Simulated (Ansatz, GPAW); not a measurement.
This is a calculation of Hf (Hafnium) for Ansatz 0.2.0. 

File input.yaml:

```yaml
crystal:
  lattice:
    - [3.1967, 0.0, 0.0]
    - [-1.59835, 2.7684234083, 0.0]
    - [0.0, 0.0, 5.0578]
  atoms:
    - { symbol: Hf, position: [0.6666666667, 0.3333333333, 0.75] }
    - { symbol: Hf, position: [0.3333333333, 0.6666666667, 0.25] }
hamiltonian:
  xc: pbe
  pseudopotentials: { kind: paw }
kpoints:
  mp_grid: { grid: [10, 10, 5] }
scf:
  occupations: { method: gaussian, width: 0.014 }
output:
  forces: true
  stress: true
  eigenvalues: true
```

Potentials or basis: Ansatz PAW.

The run is started by

```sh
$ ansatz run input.yaml --threads 2 --pin off --max-ram 5632MiB --backend cpu --events-out ev --progress --plain --runs-dir out
```

Q: What does the same run look like in GPAW 26.7.0 (ASE script)? Potentials or basis there: GPAW PAW data sets (gpaw-data 1.2.1), cutoff 600 eV.

A: As run (cutoffs and basis follow the program's own potentials, and thresholds, step limits or extra output files can differ):

run.py

```python
from ase.dft.bandgap import bandgap
from ase.io import read, write
from ase.units import Bohr, GPa
from gpaw import GPAW, PW
from gpaw.elf import elf_from_dft_calculation

atoms = read('POSCAR')

calc = GPAW(mode=PW(600),
            xc='PBE',
            kpts={'size': (10, 10, 5), 'gamma': True},
            occupations={'name': 'methfessel-paxton', 'order': 0, 'width': 0.014},
            nbands=24,
            convergence={'density': 1e-05, 'energy': 1e-05},
            maxiter=150,
            txt='gpaw.txt')
atoms.calc = calc
energy = atoms.get_potential_energy()
forces = atoms.get_forces()
stress = atoms.get_stress()
calc.write('gs.gpw')
write('result.traj', atoms)
print(f'Energy: {energy:.6f} eV')
print('Forces (eV/A):')
print(forces.round(4))
print('Stress (GPa):', (stress / GPa).round(3))
print('Fermi level:', round(calc.get_fermi_level(), 4), 'eV')
print(f'Gap: {bandgap(calc)[0]:.4f} eV, direct: {bandgap(calc, direct=True)[0]:.4f} eV')

# fields on the real-space grid
write('density.cube', atoms, data=calc.get_pseudo_density() * Bohr**3)
write('potential.cube', atoms, data=calc.get_electrostatic_potential())
write('elf.cube', atoms, data=elf_from_dft_calculation(calc).data)
```

File POSCAR:

```
Hf
1.0
    3.1967000000      0.0000000000      0.0000000000
   -1.5983500000      2.7684234083      0.0000000000
    0.0000000000      0.0000000000      5.0578000000
Hf
2
Direct
    0.6666666667      0.3333333333      0.7500000000
    0.3333333333      0.6666666667      0.2500000000
```

Potentials or basis: GPAW PAW data sets (gpaw-data 1.2.1), pw.

Launch:

```sh
$ OMP_NUM_THREADS=1 python run.py
```

Both were run:

|  | Ansatz | GPAW |
| --- | --- | --- |
| Pressure | 0.6 GPa | 0.9 GPa |

Ansatz's pressure holds a Pulay term of +0.05 GPa for its cutoff of 420 eV, which the other run lacks.

The potentials hold 52 and 24 valence electrons a cell.

Where Ansatz's input types no cutoff or centring, it takes its own default and a Γ-centred mesh.

Pressure is positive in compression.
